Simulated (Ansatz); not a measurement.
SnTe: trigonal deformation path

All numbers below come from Ansatz 0.2.0, DFT LDA, scalar-relativistic, plane waves, PAW. The runs took a 420 eV cutoff, a Γ-centred 12×12×12 mesh and Gaussian smearing (0.15 eV). Spin–orbit coupling is left out, which matters for the heavy elements here. No spin polarisation. Energies are free energies at this smearing, counted from the undisturbed cell; pressure is positive in compression.

The undisturbed cell (as given, not relaxed at this level; it stands at -2.2 GPa; this zinc-blende form isn't the usual structure):

```xyz
2
Lattice="0.0000 3.6111 3.6111 3.6111 0.0000 3.6111 3.6111 3.6111 0.0000" Properties=species:S:1:pos:R:3 pbc="T T T"
Sn    0.0000    0.0000    0.0000
Te    5.4167    5.4167    5.4167
```

At fixed volume and fractional coordinates, lengths along (0.577, 0.577, 0.577) are scaled against those across it; ρ is that ratio over its starting value.

| ρ | ΔE (meV/atom) |
| --- | --- |
| 0.500 | 3143.0 |
| 0.710 | 271.7 |
| 1.000 | 0.0 |
| 1.410 | -56.9 |
| 2.000 | -163.8 |

Task: Predict the gap on the mesh (eV) at each point.

Result:
| ρ | gap on the mesh (eV) |
| --- | --- |
| 0.500 | 1.46 |
| 0.710 | 0.52 |
| 1.000 | 0.00 |
| 1.410 | 0.34 |
| 2.000 | 1.39 |
Where the gap reads zero the k-mesh, chosen for the insulator, is on the coarse side.